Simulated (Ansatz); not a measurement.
Input for Ansatz (plane-wave DFT), Li:

```yaml
crystal:
  lattice:
    - [1.5504989657, 0.8951809952, 7.5883]
    - [-1.5504989657, 0.8951809952, 7.5883]
    - [0.0, -1.7903619905, 7.5883]
  atoms:
    - { symbol: Li, position: [0.0, 0.0, 0.0] }
    - { symbol: Li, position: [0.222, 0.222, 0.222] }
    - { symbol: Li, position: [0.778, 0.778, 0.778], spin: -3.0 }
basis:
  ecutwfc: 420
kpoints:
  mp_grid: { grid: [3, 3, 3], shift: [0, 0, 0.5] }
hamiltonian:
  xc: pbe
scf:
  occupations: { method: gaussian, width: 0.1 }
  lower_state_search: "off"
output:
  forces: true
  stress: true
  eigenvalues: true
  populations: true
magnetization:
  spin_polarized: true
```

Command:

```bash
ansatz run input.yaml --threads 1 --pin off --max-ram 1331MiB --backend cpu --events-out ev --progress --plain --runs-dir out
```

Output, shortened (HF is the Harris–Foulkes energy, dr2 the density residual in eV):

```text
Warning: crystal.symmetry: narrowed to the stabiliser of the k-point mesh — unitary ops 6 → 2; excluded 4 operations that carry a point of the 3×3×3 mesh (shift [0, 0, 0.5]) off the mesh (the run samples exactly the mesh kpoints.mp_grid names, as under crystal.symmetry.detect: false, and its converged state has the mesh's symmetry, not the crystal's …
basis.fft_grid_basis auto: the FFT boxes are laid along the combinations [[1, 0, -1], [0, 1, -1], [0, 0, 1]] of the cell's own vectors, 3.101, 3.101 and 7.797 Å long. The dense box has 24×24×54 points. Along the cell's own vectors, as sized, it would have 54×54×54, 5.06 times as many. Of the 6 symmetry operations that the crystal satisfies within crystal.symmetry.tolerance (time reversal apart …
Pseudopotential: Li, paw, valence charge 3, recommended cutoff 420 eV (normal)
Crystal: 3 atoms, lattice volume = 63.194 Å³
Basis set: ecut = 420 eV, 1231 PW (Γ), FFT grids on a1−a3, a2−a3, a3, exchange–correlation on 48×48×108 points (8 copies of the dense FFT grid, shifted against one another)
Bands: 10, of which v1, the nominal top of the filled ones, is band 5 counted from 1 (4 counted from 0)
Symmetry: 2 space group operations
k-points: 10 of 27 (time reversal used)
Initial density: superposition of atomic densities
Starting moments: Σ|m| = 3 μB on 1 of 3 sites
SCF iter   1: HF=-603.505590 eV  Δρ=1.59e-1 (↑1.52e-1 ↓1.59e-1) dr2=2.63e-2  dr2_m=1.41e1  M=-0.474 μB ∫|m|=0.549 μB
SCF iter   2: HF=-609.980355 eV  Δρ=1.12e-1 (↑1.11e-1 ↓1.12e-1) dr2=8.12e-3  dr2_m=7.19e0  M=-0.338 μB ∫|m|=0.515 μB
SCF iter   3: HF=-612.043194 eV  Δρ=7.91e-2 (↑7.91e-2 ↓7.90e-2) dr2=3.83e-3  dr2_m=3.62e0  M=-0.248 μB ∫|m|=0.489 μB
SCF iter   4: HF=-612.993106 eV  Δρ=5.62e-2 (↑5.62e-2 ↓5.57e-2) dr2=2.49e-3  dr2_m=1.81e0  M=-0.207 μB ∫|m|=0.468 μB
   ...
SCF iter  24: F=-613.929447 eV  HF=-613.929447 eV  Δρ=3.79e-7 (↑2.70e-7 ↓3.79e-7) dr2=9.75e-11  dr2_m=6.08e-11  M=0.000 μB ∫|m|=0.000 μB
SCF iter  25: F=-613.929447 eV  HF=-613.929447 eV  Δρ=1.70e-7 (↑1.70e-7 ↓1.62e-7) dr2=1.13e-11  dr2_m=1.52e-11  M=-0.000 μB ∫|m|=0.000 μB
SCF iter  26: F=-613.929447 eV  HF=-613.929447 eV  Δρ=4.99e-8 (↑4.89e-8 ↓4.99e-8) dr2=1.04e-12  dr2_m=1.36e-12  M=-0.000 μB ∫|m|=0.000 μB
WARN: the starting moments were not kept: the SCF closed with an absolute magnetisation of 1.9e-5 μB, where they sum to 3 μB in size (1 site). That is at most 0.1 of that sum. Measured as dr2_m measures the in/out step, that magnetisation stands 1.8e-11 eV from none, at or under the dr2_threshold of 1.0e-7 eV: it is no larger than a step whose dr2_m would equal this threshold. The system may hold no moment …
SCF 1 converged in 26 iterations: F = -613.929447 eV  dr2 = 1.04e-12
SCF converged after 26 iterations
Magnetization: -0.0000 μB (4.5000 up, 4.5000 down)
Absolute magnetization: 0.0000 μB (∫|ρ↑−ρ↓|, with the PAW one-centre terms)
Per-site moments (μB) at R_I (Å): [(-3.0471e-6, 1.2791), (3.1357e-6, 1.2749), (-3.0763e-6, 1.2749)]
Free energy (F): -613.929447 eV
E sigma→0 (E₀):  -613.925509 eV
Entropy (-TS):   -0.007875 eV (-2.625 meV/atom)
Fermi energy:    0.933963 eV
--- Forces (eV/Å), atoms counted from 1 ---
  atom   1  Li    -0.00000000     0.00000001     0.00000044
  atom   2  Li    -0.00000000     0.02141322     0.00778258
  atom   3  Li     0.00000000    -0.02141323    -0.00778302
--- Stress (GPa, compression-positive) ---
        0.444420       0.000000       0.000000
        0.000000      -0.054264       0.432248
        0.000000       0.432248      -1.644420
  P = ⅓ Tr σ = -0.4181 GPa (-4.181 kbar)
```

These settings were drawn at random to show what each does; none of the numbers is a converged property of the crystal. The starting moments weren't kept.